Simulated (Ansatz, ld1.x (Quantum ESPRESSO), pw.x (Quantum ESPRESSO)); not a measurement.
# From atom to crystal: PAW potential for Co (Z = 27)

- Element: Co (Z = 27)
- Generator: ld1.x (Quantum ESPRESSO) 7.5
- Type: PAW
- Functional: PBEsol
- Relativity: scalar-relativistic
- Frozen core: [Ar]
- Valence charge: 9
- Reference configuration: 3d7 4s2 4p0
- Partial waves: 4s (bound): rcut 1.80, rcutus 2.20 bohr; 4s channel at 1.4 Ry: rcut 1.80, rcutus 2.20 bohr; 4p (bound, empty): rcut 3.25, rcutus 3.75 bohr; 4p channel at 0.25 Ry: rcut 3.25, rcutus 3.75 bohr; 3d (bound): rcut 1.35, rcutus 1.80 bohr; 3d channel at 1.95 Ry: rcut 1.35, rcutus 1.80 bohr
- Local potential: all-electron potential smoothed inside 2.70 bohr (lloc = -1)
- Core correction: Bessel-smoothed model core inside 1.80 bohr
- Augmentation charge: PSQ, inside the norm-conserving radii

Crystal test: fcc Co in pw.x 7.5, no spin, 16³ k-points, Fermi–Dirac smearing 0.01 Ry, cutoffs 70/560 Ry. The reference is all-electron LAPW (Ansatz 0.2.0) with the same functional, mesh and smearing; V0 and B0 come from Birch–Murnaghan fits to the pressures at five volumes. Errors are pseudo minus all-electron; Δ is the rms difference of the E(V) curves that follow from these fits, minima aligned, over ±6 % about the mean V0. Mesh and smearing are coarse, so the numbers serve the comparison and aren't converged zero-temperature values; the lattice is a test structure that the element need not adopt. Spin polarisation and strong correlation are left out, which matters for this element.

```csv
V (Å³/atom),P all-electron (GPa),P pseudo (GPa)
9.445,15.85,33.27
9.693,7.14,23.48
9.942,-0.40,15.01
10.191,-6.93,7.65
10.439,-12.57,1.23
```

All-electron: a0 = 3.412 Å (V0 = 9.93 Å³/atom), B0 = 282.2 GPa.

Pseudopotential: mean pressure error (GPa): +15.51. The pressure does not cross zero within the volumes sampled, so no fit is given. The largest radius (3.75 bohr) exceeds half the bond length (2.28 bohr), so the spheres overlap, which is one possible source of error among others. This is a poor potential for the solid.

Problem. At the middle volume, how do free energy and pressure move when the wave cutoff is lowered (ecutrho held at 560 Ry)?

Solution.

| cutoff (Ry) | shift of F (meV/atom) | shift of P (GPa) |
| --- | --- | --- |
| 32 | +108.0 | -7.86 |
| 42 | +48.1 | -2.03 |
| 56 | +4.1 | +0.05 |

Input at the middle volume:

```
&control
  calculation='scf', prefix='x', pseudo_dir='./', outdir='./tmp', tstress=.true., disk_io='none'
/
&system
  ibrav=0, nat=1, ntyp=1, ecutwfc=70, ecutrho=560, nbnd=12,
  occupations='smearing', smearing='fd', degauss=0.01
/
&electrons
  conv_thr=1e-09, mixing_beta=0.4, electron_maxstep=70
/
ATOMIC_SPECIES
Co 1.0 Co.UPF
CELL_PARAMETERS angstrom
  0.00000000 1.70666358 1.70666358
  1.70666358 0.00000000 1.70666358
  1.70666358 1.70666358 0.00000000
ATOMIC_POSITIONS crystal
Co 0.0000 0.0000 0.0000
K_POINTS automatic
16 16 16 0 0 0
```

```bash
pw.x < Co.scf.in > Co.scf.out
```

Lines of the output:

```
Message from routine setup:
     using ibrav=0 with symmetry is DISCOURAGED, use correct ibrav instead
     lattice parameter (alat)  =       4.5610  a.u.
     unit-cell volume          =      67.0919 (a.u.)^3
     number of electrons       =         9.00
     number of Kohn-Sham states=           12
     kinetic-energy cutoff     =      70.0000  Ry
     charge density cutoff     =     560.0000  Ry
     scf convergence threshold =      1.0E-09
     Exchange-correlation= SLA  PW   PSX  PSC
     number of k points=   145  Fermi-Dirac smearing, width (Ry)=  0.0100
     iteration #  1     ecut=    70.00 Ry     beta= 0.40
     total energy              =    -159.56278269 Ry
     estimated scf accuracy    <       0.02215323 Ry
     iteration #  2     ecut=    70.00 Ry     beta= 0.40
     total energy              =    -159.56798992 Ry
     estimated scf accuracy    <       0.00429013 Ry
     iteration #  3     ecut=    70.00 Ry     beta= 0.40
     total energy              =    -159.57024250 Ry
     estimated scf accuracy    <       0.00084333 Ry
     iteration #  4     ecut=    70.00 Ry     beta= 0.40
     total energy              =    -159.57029410 Ry
     estimated scf accuracy    <       0.00000336 Ry
     iteration #  5     ecut=    70.00 Ry     beta= 0.40
     total energy              =    -159.57029623 Ry
     estimated scf accuracy    <       0.00000117 Ry
     iteration #  6     ecut=    70.00 Ry     beta= 0.40
     total energy              =    -159.57029636 Ry
     estimated scf accuracy    <       0.00000003 Ry
     iteration #  7     ecut=    70.00 Ry     beta= 0.40
     the Fermi energy is    15.3737 ev
!    total energy              =    -159.57029636 Ry
     estimated scf accuracy    <          4.3E-11 Ry
     smearing contrib. (-TS)   =      -0.00933874 Ry
     convergence has been achieved in   7 iterations
          total   stress  (Ry/bohr**3)                   (kbar)     P=      150.10
     Message from routine punch:
     Nothing written, as per user request (disk_io='none')
```

The run at the middle volume (145 k-points, 7 iterations) took about 9.3 s on one core of a shared host (Intel(R) Xeon(R) 6975P-C, 192 threads, 378 GiB, load 86).
